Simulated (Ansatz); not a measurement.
Crystal: SnTe.

```
Te Sn
1.0
     3.90470    0.00000    0.00000
     0.00000    3.90470    0.00000
     0.00000    0.00000    3.90470
Te Sn
1 1
Direct
  0.50000 0.50000 0.50000
  0.00000 0.00000 0.00000
```

Measurements of this composition are mostly on another form, of space group No. 225.

Base run:

```yaml
Program: Ansatz 0.2.0
Functional: BLYP
Potentials_or_basis: Ansatz PAW
Cutoff: "420 eV (not typed: the program's choice for these potentials)"
k_mesh: 7 × 7 × 7
Occupations: fermi-dirac, width 0.05 eV
Spin: no spin polarisation
```

Its results: band gap on the k mesh none (metal or under the smearing width); pressure 3.9 GPa.

Q: The run is repeated on the same cell with these changes: functional from BLYP to r2SCAN; cutoff from 420 eV (not typed: the program's choice for these potentials) to 500 eV (not typed: the program's choice for these potentials). What comes out?

A: Band gap on the k mesh none (metal or under the smearing width); pressure -1.2 GPa.

Caveats: spin-orbit coupling is left out, which moves the levels of the heavy elements; the PAW data sets come from PBE, with cores solved anew for the run's functional, which leaves a small shift of forces and pressure.
